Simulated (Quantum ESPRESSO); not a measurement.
**NiO2 under changes of volume**

One of the cells (15.832 Å³/atom); the others are scaled copies at fixed shape and fractional positions:

```
CELL_PARAMETERS angstrom
1.40213 0.80952 6.97429
-1.40213 0.80952 6.97429
0.00000 -1.61904 6.97429
ATOMIC_POSITIONS crystal
Ni 0.00000 0.00000 0.00000
O 0.37879 0.37879 0.37879
O 0.62121 0.62121 0.62121
```

The cell comes from a database or a generator and needn't be the stable form of this composition.

| Item | Value |
| --- | --- |
| Program | Quantum ESPRESSO 7.5 |
| Functional | LDA |
| Potentials or basis | GBRV 1.5 LDA |
| Cutoff | 612 eV |
| Density cutoff | 4898 eV |
| k mesh | 9 × 9 × 9 |
| Occupations | fermi-dirac, width 0.05 eV |
| Spin | collinear spin, ferromagnetic start |
| Starting moments | [1.0, 0.0, 0.0] μB |

```tsv
volume (Å³/atom)	energy over the lowest point (meV/atom)	pressure (GPa)	gap on the mesh (eV)
14.882	0.00	0.8	1.42
15.199	1.07	-2.2	1.38
15.516	7.83	-4.9	1.34
15.832	19.69	-7.4	1.31
16.149	36.05	-9.5	1.27
16.466	56.41	-11.4	1.24
16.782	?	?	?
```

What does the run at 16.782 Å³/atom give?

Energy over the lowest point 80.33 meV/atom; pressure -13.1 GPa; gap on the mesh 1.21 eV.

Worked out: A Birch-Murnaghan fit of order 3 (a polynomial in V^(-2/3)) to the other rows has its minimum at 14.98 Å³/atom with B0 = V·E''(V) = 149 GPa and B' = 4.7 at fixed shape and positions, which overstates the stiffness. It gives 80.23 meV/atom at 16.782 Å³/atom, against the run's 80.33, and -dE/dV = -12.9 GPa, against -13.1. A straight line through the other rows of the gap, of slope -1.78 eV per unit of ln V, extrapolates to 1.20 eV, against the run's 1.21.

Energies are extrapolated to zero smearing.

Caveats: an odd mesh through Γ misses points on the zone boundary, where band edges often lie.
